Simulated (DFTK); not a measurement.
# Rh under changes of volume

One of the cells (13.671 Å³/atom); the others are scaled copies at fixed shape and fractional positions:

```
Rh
1.0
     0.00000    1.89785    1.89785
     1.89785    0.00000    1.89785
     1.89785    1.89785    0.00000
Rh
1
Direct
  0.00000 0.00000 0.00000
```

```yaml
Program: DFTK 0.8.2
Functional: PBE
Potentials_or_basis: dojo.nc.sr.pbe.v0_4_1.standard.upf (PBE)
Cutoff: 1197 eV
k_mesh: 12 × 12 × 12
Occupations: fermi-dirac, width 0.05 eV
Spin: no spin polarisation
```

```tsv
volume (Å³/atom)	energy over the lowest point (meV/atom)	pressure (GPa)
12.851	?	?
13.125	55.99	21.0
13.398	26.29	13.9
13.671	8.06	7.5
13.945	0.00	1.9
14.218	0.97	-3.0
14.492	9.95	-7.4
```

What does the run at 12.851 Å³/atom give?

Energy over the lowest point 98.62 meV/atom; pressure 29.0 GPa.

Worked out: A Birch-Murnaghan fit of order 3 (a polynomial in V^(-2/3)) to the other rows has its minimum at 14.05 Å³/atom with B0 = V·E''(V) = 259 GPa and B' = 5.3. It gives 98.86 meV/atom at 12.851 Å³/atom, against the run's 98.62, and -dE/dV = 29.2 GPa, against 29.0.

Energies are extrapolated to zero smearing.
